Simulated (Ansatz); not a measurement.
# Ytterbium (hcp) across density functionals

All rows: Ansatz, plane waves with scalar-relativistic PAW, 420 eV (500 eV for the SCAN forms), relaxed under each functional, no dispersion correction, no zero-point motion. B₀ comes from uniform scaling at fixed shape; a dash is a value not given.

```csv
functional,V (Å³/atom),cell,B₀ (GPa),magnetic state,ΔE to fcc (meV/atom)
r²SCAN,35.13,"a = 3.661 Å, c = 6.053 Å (c/a = 1.653)",19,spin not included,15
PBEsol,32.28,"a = 3.568 Å, c = 5.854 Å (c/a = 1.641)",21,spin not included,8
LDA,29.44,"a = 3.460 Å, c = 5.679 Å (c/a = 1.641)",25,spin not included,3
revPBE,38.00,"a = 3.765 Å, c = 6.192 Å (c/a = 1.645)",16,spin not included,13
RPBE,38.83,"a = 3.791 Å, c = 6.240 Å (c/a = 1.646)",15,spin not included,13
BLYP,37.29,"a = 3.747 Å, c = 6.135 Å (c/a = 1.638)",16,spin not included,13
```

**Question.** What does PBE give?

**Answer.** V (Å³/atom): 35.53; cell: a = 3.684 Å, c = 6.046 Å (c/a = 1.641); B₀ (GPa): 18; magnetic state: spin not included; ΔE to fcc (meV/atom): 12.

Semilocal functionals delocalise ytterbium's f shell and shrink the cell.
